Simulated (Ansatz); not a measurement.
# K: the cost of one run

Method: DFT PBE, scalar-relativistic, plane waves, PAW, in Ansatz 0.2.0.

5 further runs of the same task are left out: 1 that didn't finish, 4 set aside as unsound or not needed.

### Step 1. The starting structure

Symmetry: R-3m, No. 166, trigonal system. Conventional cell: a = 2.936 Å, b = 2.936 Å, c = 21.550 Å, α = 90.00°, β = 90.00°, γ = 120.00°. Ag (site symmetry -3m) has 12 Ag at 2.93 to 2.94 Å as nearest neighbours. Ag (site symmetry 3m) has 12 Ag at 2.93 to 2.94 Å as nearest neighbours.

As a file:

```xyz
3
Lattice="1.4678 0.8474 7.1833 -1.4678 0.8474 7.1833 0.0000 -1.6949 7.1833" Properties=species:S:1:pos:R:3 pbc="T T T"
Ag    0.0000    0.0000    0.0000
Ag    0.0000    0.0000   16.7596
Ag    0.0000    0.0000    4.7904
```

It goes back to an entry of the Materials Project, which need not be the stable form.

This cell was relaxed beforehand with the same method: volume 17.87 Å³/atom, gap on the mesh none (metal).

### Step 2. The substitution Ag → K

The start of K: fractional positions of relaxed Ag, cell scaled by 1.265, a guess from tabulated radii.

### Step 3. Probe: one point at the start (K)

input.yaml reads:

```yaml
crystal:
  lattice:
    - [1.856312379, 1.0717424517, 9.0847707107]
    - [-1.856312379, 1.0717424517, 9.0847707107]
    - [0.0, -2.1434849034, 9.0847707107]
  atoms:
    - { symbol: K, position: [0.0, 0.0, 0.0] }
    - { symbol: K, position: [0.7777073671, 0.7777073671, 0.7777073671] }
    - { symbol: K, position: [0.2222926329, 0.2222926329, 0.2222926329] }
basis:
  ecutwfc: 420
kpoints:
  mp_grid: { grid: [6, 6, 6] }
hamiltonian:
  xc: pbe
scf:
  occupations: { method: gaussian, width: 0.1 }
output:
  forces: true
  stress: true
  eigenvalues: true
```

Command:

```console
ansatz run input.yaml --threads 1 --pin off --max-ram 2560MiB --backend cpu --events-out ev --progress --plain --runs-dir out
```

What time and memory should one allow on 1 thread of Arm Neoverse V1, shared host?

About 3 s, with a peak of 0.33 GiB.
